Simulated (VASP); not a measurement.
**WC (Qusongite): relaxation of cell and atoms with vdW-DF**

Crystal: WC (Qusongite).

```xyz
2
Lattice="2.9065 0.0000 0.0000 -1.4532 2.5171 0.0000 0.0000 0.0000 2.8366" Properties=species:S:1:pos:R:3 pbc="T T T"
W     0.0000    0.0000    0.0000
C     1.4533    0.8390    1.4183
```

```json
{
 "Program": "VASP 6.6.1",
 "Task": "relaxation of cell and atoms",
 "Functional": "vdW-DF",
 "Potentials or basis": "VASP PAW PBE potentials, release 64 (W_sv, C)",
 "Cutoff": "600 eV",
 "k mesh": "10 × 10 × 9",
 "Occupations": "fermi-dirac, width 0.05 eV",
 "Spin": "no spin polarisation",
 "Further INCAR settings": "ALGO = Fast; EDIFF = 1e-06; IBRION = 2; EDIFFG = -0.01; NSW = 60; ISIF = 3"
}
```

The relaxed volume is 10.84 Å³/atom, the relaxed cell is a = 2.951 Å, b = 2.951 Å, c = 2.873 Å, α = 90.00°, β = 90.00°, γ = 120.00° and the space group after relaxing (to 0.05 Å) is P-6m2 (No. 187). The energy gained by relaxing is 23.6 meV/atom and the ionic steps are 12. The pressure after relaxing is 0.0 GPa and the band gap on the k mesh is none (metal or under the smearing width).

Stress tensor (GPa, compression positive):
```
 0.04  0.00  0.00
 0.00  0.04  0.00
 0.00  0.00 -0.04
```

Step by step:
| step | energy change (eV) | largest force (eV/Å) | pressure (GPa) | volume (Å³) |
| --- | --- | --- | --- | --- |
| 1 | 0.0000 | 0.0000 | 17.13 | 20.75 |
| 2 | 0.2394 | 0.0000 | -31.72 | 24.27 |
| 3 | -0.0467 | 0.0000 | -0.66 | 21.71 |
| 4 | -0.0468 | 0.0000 | -0.01 | 21.67 |
| 5 | -0.0468 | 0.0000 | 0.28 | 21.65 |
| 6 | -0.0469 | 0.0000 | 0.27 | 21.67 |
| 7 | -0.0471 | 0.0000 | 0.28 | 21.66 |
| 8 | -0.0471 | 0.0000 | 0.26 | 21.66 |
| 9 | -0.0471 | 0.0000 | 0.29 | 21.66 |
| 10 | -0.0471 | 0.0000 | 0.30 | 21.66 |
| 11 | -0.0471 | 0.0000 | -0.51 | 21.71 |
| 12 | -0.0471 | 0.0000 | 0.02 | 21.67 |

Final structure:
```cif
data_structure
_symmetry_space_group_name_H-M 'P 1'
_symmetry_Int_Tables_number 1
_cell_length_a 2.9514
_cell_length_b 2.9514
_cell_length_c 2.8731
_cell_angle_alpha 90.000
_cell_angle_beta 90.000
_cell_angle_gamma 120.000
_cell_volume 21.67
loop_
_atom_site_label
_atom_site_type_symbol
_atom_site_fract_x
_atom_site_fract_y
_atom_site_fract_z
_atom_site_occupancy
W1 W 0.00000 0.00000 0.00000 1
C1 C 0.66667 0.33333 0.50000 1
```

Levels at points of the mesh, in eV from the Fermi level:
| k point | band 7 | band 8 | band 9 | band 10 | band 11 | band 12 |
| --- | --- | --- | --- | --- | --- | --- |
| (0.00, 0.00, 0.00) | -3.17 | -3.17 | 0.09 | 3.01 | 3.01 | 5.32 |
| (0.50, 0.00, 0.00) | -3.40 | -3.32 | -0.48 | 2.20 | 4.19 | 4.49 |

Run time: 3.6 min on 1 thread of Intel(R) Xeon(R) Platinum 8375C CPU @ 2.90GHz (Ice Lake), with other jobs on the host, peak memory 0.29 GiB.

Caveat: the PAW data sets were made with another functional, which shifts forces and pressure a little. The run has no spin-orbit coupling, so splittings on W are missing.
